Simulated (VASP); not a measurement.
Calculation: B3LYP hybrid, VASP's PBE PAW potentials (set 64) (plane waves; VASP).

VASP input:

### POSCAR
```
CsBr
8.4695640
  0.5000000000   0.0000000000   0.0000000000
  0.0000000000   0.5000000000   0.0000000000
  0.0000000000   0.0000000000   0.5000000000
Cs Br
1 1
direct
  0.0000000000   0.0000000000   0.0000000000
  0.5000000000   0.5000000000   0.5000000000
```

**INCAR**
```
SYSTEM = CsBr
PREC = Accurate
ENCUT = 300
EDIFF = 1E-6
NELM = 100
ALGO = Normal
LREAL = .FALSE.
LASPH = .TRUE.
ISMEAR = 0
SIGMA = 0.01
GGA = B3
AEXX = 0.2
AGGAX = 0.72
AGGAC = 0.81
ALDAC = 0.19
HFRCUT = -1
LHFCALC = .TRUE.
PRECFOCK = Fast
ISYM = 3
LMAXMIX = 4
LWAVE = .FALSE.
LCHARG = .FALSE.
ISIF = 2
```

File KPOINTS:
```
K-points
0
gamma
4 4 4
```

POTCAR, in this order: Cs_sv Br (PBE.64 set). Program: vasp_std.

What VASP printed:

### OUTCAR
```
 ion  position               nearest neighbor table
   1  0.000  0.000  0.000-
   2  0.500  0.500  0.500-
  LATTYP: Found a simple cubic cell.
 ALAT       =     4.2347820000
 Subroutine PRICEL returns:
 Original cell was already a primitive cell.
 Subroutine GETGRP returns: Found 48 space group operations
The static configuration has the point symmetry O_h .
The dynamic configuration has the point symmetry O_h .
 Subroutine INISYM returns: Found 48 space group operations
 Subroutine IBZKPT returns following result:
 Found     10 irreducible k-points:

 Following reciprocal coordinates:
            Coordinates               Weight
  0.000000  0.000000  0.000000      1.000000
  0.250000  0.000000  0.000000      6.000000
  0.500000  0.000000  0.000000      3.000000
  0.250000  0.250000  0.000000     12.000000
  0.500000  0.250000  0.000000     12.000000
  0.500000  0.500000  0.000000      3.000000
  0.250000  0.250000  0.250000      8.000000
  0.500000  0.250000  0.250000     12.000000
  0.500000  0.500000  0.250000      6.000000
...
```

### OSZICAR
```
       N       E                     dE             d eps       ncg     rms          rms(c)
DAV:   1    -0.170407489472E+04   -0.17041E+04   -0.49751E+03   240   0.747E+02
DAV:   2    -0.178119822314E+04   -0.77123E+02   -0.71398E+02   372   0.159E+02
DAV:   3    -0.178652327346E+04   -0.53251E+01   -0.52361E+01   280   0.448E+01
DAV:   4    -0.178659006943E+04   -0.66796E-01   -0.66749E-01   292   0.509E+00
DAV:   5    -0.708731344855E+01    0.17795E+04   -0.35490E+00   240   0.132E+01    0.225E+00
DAV:   6    -0.678794440041E+01    0.29937E+00   -0.62939E-01   268   0.432E+00    0.144E+00
DAV:   7    -0.675129418293E+01    0.36650E-01   -0.18543E-01   260   0.218E+00    0.109E+00
DAV:   8    -0.674640771729E+01    0.48865E-02   -0.28663E-02   288   0.907E-01    0.692E-01
DAV:   9    -0.674368958950E+01    0.27181E-02   -0.27480E-03   284   0.335E-01    0.400E-01
DAV:  10    -0.674253522011E+01    0.11544E-02   -0.71764E-04   292   0.199E-01    0.221E-01
DAV:  11    -0.674213559796E+01    0.39962E-03   -0.25950E-04   292   0.127E-01    0.124E-01
DAV:  12    -0.674200230820E+01    0.13329E-03   -0.99594E-05   284   0.799E-02    0.724E-02
DAV:  13    -0.674196060221E+01    0.41706E-04   -0.41535E-05   288   0.514E-02    0.448E-02
DAV:  14    -0.674194953553E+01    0.11067E-04   -0.17608E-05   288   0.333E-02    0.289E-02
DAV:  15    -0.674194772362E+01    0.18119E-05   -0.73099E-06   280   0.216E-02    0.191E-02
DAV:  16    -0.674194817675E+01   -0.45312E-06   -0.30227E-06   276   0.141E-02
   1 F= -.67419482E+01 E0= -.67419482E+01  d E =-.117609E-15
```

### OUTCAR
```
------------------------ aborting loop because EDIFF is reached ----------------------------------------
  FORCE on cell =-STRESS in cart. coord.  units (eV):
  Direction    XX          YY          ZZ          XY          YZ          ZX
  --------------------------------------------------------------------------------------
  Total        1.2274404      1.2274404      1.2274404      0.0000000      0.0000000     -0.0000000
  in kB       25.8951144     25.8951144     25.8951144      0.0000000      0.0000000     -0.0000000
  external PRESSURE =      25.8951144 kB  Pullay stress =       0.0000000 kB
  volume of cell :       75.94
      direct lattice vectors                 reciprocal lattice vectors
     4.234782000  0.000000000  0.000000000     0.236139664  0.000000000  0.000000000
     0.000000000  4.234782000  0.000000000     0.000000000  0.236139664  0.000000000
     0.000000000  0.000000000  4.234782000     0.000000000  0.000000000  0.236139664
 POSITION                                       TOTAL-FORCE (eV/Angst)
 -----------------------------------------------------------------------------------
      0.00000      0.00000      0.00000         0.000000      0.000000      0.000000
      2.11739      2.11739      2.11739         0.000000      0.000000      0.000000
 -----------------------------------------------------------------------------------
    total drift:                               -0.000001     -0.000002     -0.000001
  FREE ENERGIE OF THE ION-ELECTRON SYSTEM (eV)
  ---------------------------------------------------
  free  energy   TOTEN  =        -6.7419481767 eV

  energy  without entropy=       -6.7419481767  energy(sigma->0) =       -6.74194818

  exchange ACFDT corr.  =         0.00000000  see jH, gK, PRB 81, 115126
```
(Selected blocks of OUTCAR.)

At this cut-off the stress carries a Pulay error, which pulls relaxed volumes low.

The structure comes from a computed database's CsBr entry; how it stands against other phases isn't given here. The cell was not relaxed at this level. The run is one of a series of settings (AEXX = 0.2, AGGAC = 0.81, AGGAX = 0.72, ALDAC = 0.19, GGA = B3, HFRCUT = -1, ISYM = 3, LHFCALC = .TRUE., PRECFOCK = Fast, KPOINTS 4×4×4 Γ-centred mesh, POTCAR Cs_sv Br (PBE.64 set) against the base run), some of them coarse on purpose.
